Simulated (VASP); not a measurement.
**SrTiO₃ in VASP 6.6.1, single-point calculation**

INCAR

```
LWAVE = .FALSE.
GGA = PE
NSW = 0
LCHARG = .FALSE.
LASPH = .TRUE.
EDIFF = 1E-7
ENCUT = 520
NELM = 120
PREC = Accurate
ISYM = -1
SIGMA = 0.02
NELMDL = -8
LREAL = .FALSE.
NBANDS = 28
ISIF = 2
ISMEAR = -1
IBRION = -1
```

KPOINTS

```
KPOINTS created by Atomic Simulation Environment
0
Gamma
4 4 4
0 0 0
```

POSCAR

```
Sr Ti O
 1.0000000000000000
     3.8287144715000001    0.0000000000000000    0.0000000000000000
     0.0000000000000000    3.8287144715000001    0.0000000000000000
     0.0000000000000000    0.0000000000000000    3.8287144715000001
 Sr  Ti  O
   1   1   3
Cartesian
  0.0000000000000000  0.0000000000000000  0.0000000000000000
  1.9143572357499998  1.9143572357499998  1.9143572357499998
  1.9143572357499998  1.9143572357499998  0.0000000000000000
  1.9143572357499998  0.0000000000000000  1.9143572357499998
  0.0000000000000000  1.9143572357499998  1.9143572357499998
```

The recommended PBE PAW datasets give the neutral cell 40 valence electrons.

Command

```
mpirun -np 1 vasp_std
```

Q: How does this run end, and what does it give?

A: It converged. Results: gap between bands v and c on the k mesh 1.94 eV; least direct gap on the k mesh 2.26 eV; pressure 17.9 GPa. Band v is the last that the valence electrons fill when counted band by band, and c is the next.

OSZICAR

```
N       E                     dE             d eps       ncg     rms          rms(c)
DAV:   1     0.443161530626E+03    0.44316E+03   -0.21519E+04  3584   0.161E+03
DAV:   2    -0.294549504506E+01   -0.44611E+03   -0.42498E+03  4076   0.447E+02
DAV:   3    -0.476374856485E+02   -0.44692E+02   -0.44310E+02  4860   0.138E+02
DAV:   4    -0.498185004464E+02   -0.21810E+01   -0.21763E+01  5400   0.254E+01
DAV:   5    -0.498682379523E+02   -0.49738E-01   -0.49720E-01  4780   0.345E+00
DAV:   6    -0.498696864047E+02   -0.14485E-02   -0.14484E-02  5436   0.459E-01
DAV:   7    -0.498697006648E+02   -0.14260E-04   -0.14260E-04  4812   0.554E-02
DAV:   8    -0.498697011200E+02   -0.45522E-06   -0.45524E-06  5396   0.698E-03    0.291E+01
DAV:   9    -0.397826810886E+02    0.10087E+02   -0.51631E+01  4920   0.662E+01    0.163E+01
DAV:  10    -0.398403707781E+02   -0.57690E-01   -0.60485E+00  4484   0.190E+01    0.119E+01
DAV:  11    -0.399135889624E+02   -0.73218E-01   -0.13202E+00  4152   0.129E+01    0.321E+00
DAV:  12    -0.398228302063E+02    0.90759E-01   -0.32392E-01  4220   0.624E+00    0.110E+00
DAV:  13    -0.398209698157E+02    0.18604E-02   -0.83210E-02  4680   0.211E+00    0.653E-01
DAV:  14    -0.398167335497E+02    0.42363E-02   -0.17361E-02  5524   0.115E+00    0.157E-01
DAV:  15    -0.398166188456E+02    0.11470E-03   -0.14222E-03  4312   0.417E-01    0.990E-02
DAV:  16    -0.398166444779E+02   -0.25632E-04   -0.50458E-04  5068   0.164E-01    0.456E-02
DAV:  17    -0.398166371254E+02    0.73525E-05   -0.54068E-05  4628   0.733E-02    0.224E-02
DAV:  18    -0.398166352893E+02    0.18361E-05   -0.13243E-05  4928   0.279E-02    0.172E-02
DAV:  19    -0.398166350426E+02    0.24668E-06   -0.62637E-06  4600   0.276E-02    0.125E-03
DAV:  20    -0.398166351218E+02   -0.79195E-07   -0.38064E-07  4352   0.434E-03
   1 F= -.39816635E+02 E0= -.39816635E+02  d E =-.888574E-15
```

For comparison, a separate PBE run of the intended cell, on usual settings and not on those above, gives a gap of 1.96 eV on its mesh and a pressure of 17.8 GPa.
